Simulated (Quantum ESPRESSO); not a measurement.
Write the native input for Quantum ESPRESSO 7.5 that does the following.

```
Task                : relaxation of cell and atoms
Functional          : PBEsol
Potentials or basis : GBRV 1.5 PBEsol
Cutoff              : 707 eV
Density cutoff      : 5633 eV
k mesh              : 10 × 10 × 10
Occupations         : fermi-dirac, width 0.05 eV
Spin                : no spin polarisation
Target pressure     : 2 GPa
Mixing beta         : 0.5
Most SCF iterations : 120
SCF threshold       : 4e-10 Ry
Most ionic steps    : 40
Forc conv thr       : 0.0004 Ry/bohr
Etot conv thr       : 1e-05 Ry
Ion dynamics        : bfgs
Cell dynamics       : bfgs
Press conv thr      : 0.3 kbar
```

Crystal: HfN.

```
Hf N
1.0
     0.00000    2.25600    2.25600
     2.25600    0.00000    2.25600
     2.25600    2.25600    0.00000
Hf N
1 1
Cartesian
  0.0000 0.0000 0.0000
  2.2560 2.2560 2.2560
```

These files were run (other wordings do the same):

pw.in

```
&CONTROL
  calculation = 'vc-relax'
  prefix = 'pwscf'
  outdir = './tmp'
  pseudo_dir = './pseudo'
  tprnfor = .true.
  tstress = .true.
  disk_io = 'low'
  nstep = 40
  forc_conv_thr = 0.0004
  etot_conv_thr = 1d-05
/
&SYSTEM
  ibrav = 0
  nat = 2
  ntyp = 2
  ecutwfc = 52
  ecutrho = 414
  nbnd = 15
  occupations = 'smearing'
  smearing = 'fd'
  degauss = 0.00367493
/
&ELECTRONS
  conv_thr = 4d-10
  electron_maxstep = 120
  mixing_beta = 0.5
/
&IONS
  ion_dynamics = 'bfgs'
/
&CELL
  cell_dynamics = 'bfgs'
  press = 20
  press_conv_thr = 0.3
/
ATOMIC_SPECIES
Hf   178.4900 hf_pbesol_v1.uspp.F.UPF
N     14.0070 n_pbesol_v1.2.uspp.F.UPF
CELL_PARAMETERS angstrom
   0.0000000000    2.2560000000    2.2560000000
   2.2560000000    0.0000000000    2.2560000000
   2.2560000000    2.2560000000    0.0000000000
ATOMIC_POSITIONS angstrom
Hf     0.0000000000    0.0000000000    0.0000000000
N      2.2560000000    2.2560000000    2.2560000000
K_POINTS automatic
10 10 10 0 0 0
```

Potentials or basis: GBRV 1.5 PBEsol.

The run is started by

```sh
$ OMP_NUM_THREADS=1 mpirun -n 2 pw.x -nk 2 -in pw.in > pw.out
```

Results of the run:

```
Relaxed volume                                         : 11.30 Å³/atom
Relaxed cell                                           : a = 3.173 Å, b = 3.173 Å, c = 3.173 Å, α = 60.00°, β = 60.00°, γ = 60.00°
Space group after relaxing (to 0.05 Å)                 : Fm-3m (No. 225)
Energy change on relaxing (the enthalpy is what falls) : -0.4 meV/atom
Ionic steps                                            : 4
Pressure after relaxing                                : 2.0 GPa
Band gap on the k mesh                                 : none (metal or under the smearing width)
```

It took 33 s on 2 MPI ranks on Arm Neoverse V2 (shared host), peak memory 0.28 GiB a rank.
